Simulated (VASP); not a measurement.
Here is a VASP 6.6.1 calculation.

Contents of INCAR:

```
SYSTEM = GaS
PREC     = Accurate       ! precision mode
ENCUT    = 520            ! plane-wave cutoff, eV
EDIFF    = 1E-6           ! SCF threshold, eV
ISMEAR   = 0              ! smearing method
SIGMA    = 0.1            ! smearing width, eV
LREAL    = .False.        ! projectors in reciprocal space
LASPH    = .True.         ! aspherical terms in the spheres
NELM     = 100            ! most SCF steps
ALGO     = Normal         ! electronic algorithm
ISIF     = 2              ! what is computed and relaxed
LWAVE    = .False.        ! write WAVECAR
LCHARG   = .True.         ! write CHGCAR
GGA      = PE             ! functional
LELF     = .True.         ! ELF
LVHAR    = .True.       
NBANDS   = 48             ! bands
```

KPOINTS

```
Automatic mesh
0
Gamma
  6 6 1
  0 0 0
```

POSCAR

```
GaS
1.0
    3.5932474100      0.0000000000      0.0000000000
   -1.7966237100      3.1118435900      0.0000000000
    0.0000000000      0.0000000000     16.0146560700
Ga S
4 4
Direct
    0.3333333400      0.6666666900      0.3264495700
    0.6666666900      0.3333333400      0.8264495700
    0.6666666900      0.3333333400      0.6735504300
    0.3333333400      0.6666666900      0.1735504300
    0.3333333400      0.6666666900      0.8931489000
    0.6666666900      0.3333333400      0.3931489000
    0.6666666900      0.3333333400      0.1068511000
    0.3333333400      0.6666666900      0.6068511000
```

Potentials or basis: VASP PAW PBE potentials, release 64 (Ga_d, S).

Launch:

```bash
$ cat potpaw_PBE.64/Ga_d/POTCAR potpaw_PBE.64/S/POTCAR > POTCAR
$ mpirun -np 1 vasp_std > vasp.out
```

(1) Predict the band gap on the k mesh.

(2) Estimate the pressure.

Answers

(1) 1.81 eV, indirect (least direct gap 1.83 eV).

(2) 2.3 GPa.

Caveat: an odd mesh through Γ misses points on the zone boundary, where band edges often lie; this functional lacks dispersion, which binds the layers, so the pressure and a relaxed spacing across them are unreliable.

**Measured values to compare with.**

From “Vapor-liquid-solid growth of highly-mismatched semiconductor nanowires with high-fidelity van der Waals layer stacking”, 2022, arxiv:2211.03366, for a bulk crystal of GaS at 77 K: band gap 2.59 eV (indirect).

Against the measured gap of GaS, 2.59 eV (indirect; 77 K; quoted in “Vapor-liquid-solid growth of highly-mismatched semiconductor nanowires with high-fidelity van der Waals layer stacking”, 2022, arxiv:2211.03366), the calculated 1.81 eV is off by -0.78 eV. 3 values of this kind are on record (2.53 to 3.05 eV); this one was drawn at random among those near their median. Spin-orbit coupling on Ga is left out. The value is that of PBE on a finite k mesh, which can miss the band edges, without temperature or zero-point motion. Semilocal functionals fall short of measured gaps as a rule. The cell is a database's relaxed one, not the measured one, which moves gaps too.
